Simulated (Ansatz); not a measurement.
C: random displacements

All numbers below come from Ansatz 0.2.0, DFT PBE, scalar-relativistic, plane waves, PAW. Settings: plane waves to 420 eV, k-mesh 12×12×4 (Γ-centred), Gaussian smearing 0.05 eV. No spin polarisation. Energies are free energies at this smearing, counted from the undisturbed cell; pressure is positive in compression.

Zero of the scan (relaxed at this level):

```yaml
crystal:
  lattice:
    - [2.51802, 0.00000, 0.00000]
    - [-1.25901, 2.18067, 0.00000]
    - [0.00000, 0.00000, 8.30459]
  atoms:
    - { symbol: C, position: [0.00000, 0.00000, 0.09297] }
    - { symbol: C, position: [0.00000, 0.00000, 0.59297] }
    - { symbol: C, position: [0.00000, 0.00000, 0.40703] }
    - { symbol: C, position: [0.00000, 0.00000, 0.90703] }
    - { symbol: C, position: [0.33333, 0.66667, 0.15553] }
    - { symbol: C, position: [0.66667, 0.33333, 0.65553] }
    - { symbol: C, position: [0.33333, 0.66667, 0.34447] }
    - { symbol: C, position: [0.66667, 0.33333, 0.84447] }
```

The atoms are displaced (Å, in the unstrained cell):

```
atom ux uy uz
  C1   0.177  -0.029   0.143
  C2   0.008  -0.305  -0.314
  C3   0.186   0.175  -0.398
  C4  -0.364   0.432   0.338
  C5  -0.258  -0.357  -0.223
  C6   0.163  -0.042   0.069
  C7   0.098   0.081   0.429
  C8  -0.010   0.045  -0.044
```

The cell is not strained.

(1) What are the energy change, the stress and the forces?

Answers

(1) ΔE = 2084.2 meV/atom; stress (xx, yy, zz, yz, xz, xy; compression positive) (49.58, 99.41, 14.37, 7.80, 7.42, -5.15) GPa.
```tsv
atom	Fx (eV/Å)	Fy	Fz
C1	-0.52	-8.44	-3.35
C2	-2.30	1.12	7.15
C3	-2.25	-3.10	5.22
C4	6.55	-1.18	-1.26
C5	-1.57	9.39	-0.83
C6	-0.47	-0.92	-2.98
C7	4.08	3.24	-2.46
C8	-3.53	-0.12	-1.49
```

Cost: 1 run of about 0.98 core-minutes, on Intel Xeon Processor @ 2.50GHz (Skylake/Cascade Lake) (shared hosts).